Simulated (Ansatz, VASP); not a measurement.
# One calculation of Si, two programs

```
CELL_PARAMETERS angstrom
0.00000 2.71055 2.71055
2.71055 0.00000 2.71055
2.71055 2.71055 0.00000
ATOMIC_POSITIONS crystal
Si 0.00000 0.00000 0.00000
Si 0.25000 0.25000 0.25000
```

The cell was built by a generator and needn't be a form met in nature.

Alike in both runs: functional PBE; dispersion D3(BJ); k mesh 10 × 10 × 10; occupations gaussian, width 0.02 eV; no spin polarisation.

Ansatz relaxed the structure, and its values are those at the end. VASP's run is a single point on that final structure, the one shown.

```csv
,VASP,Ansatz
version,VASP 6.6.1,Ansatz 0.2.0
potentials or method,"VASP PAW PBE potentials, release 64 (Si)","scalar-relativistic, plane waves, PAW"
plane-wave cutoff (eV),520,420
valence electrons in the cell,8,8
```

|  | VASP | Ansatz | Ansatz less VASP |
| --- | --- | --- | --- |
| gap on the k mesh at the Fermi level (eV) | 0.57 | 0.57 | -0.001 |
| least direct gap on the mesh (eV) | 2.57 | 2.56 | -0.005 |
| pressure (GPa) | -0.1 | 0.0 | +0.06 |

With one functional, cell and mesh, what is left measures potentials, basis and numerics.

A k mesh can miss the band edges. Expect the measured gap to be larger: semilocal functionals such as PBE lack the derivative discontinuity.
